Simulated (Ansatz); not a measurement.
The system is Ga.

```
Ga
1.0
     1.38300   -4.02650    0.00000
     1.38300    4.02650    0.00000
    -0.11745    0.00000    3.32993
Ga
2
Direct
  0.13100 0.86900 0.75000
  0.86900 0.13100 0.25000
```

This isn't the form of Ga at room conditions, which is orthorhombic.

Base run:

* Program: Ansatz 0.2.0
* Functional: PBE
* Potentials or basis: all-electron LAPW, scalar-relativistic
* Cutoff: 256 eV (chosen from the basis error)
* Basis error allowed: 0.001 eV/atom
* k mesh: 10 × 10 × 8
* Occupations: fermi-dirac, width 0.05 eV
* Spin: no spin polarisation

Its results: band gap on the k mesh none (metal or under the smearing width); pressure 1.7 GPa; largest force 0.201 eV/Å.

Task: After a change of settings the same cell gave: band gap on the k mesh none (metal or under the smearing width); pressure 3.6 GPa; largest force 0.209 eV/Å. Which change was it?
A. functional from PBE to RPBE
B. functional from PBE to LDA
C. functional from PBE to PBEsol
D. functional from PBE to BLYP

Result: A.

RPBE binds less tightly than PBE, so the same cell stands under more pressure.
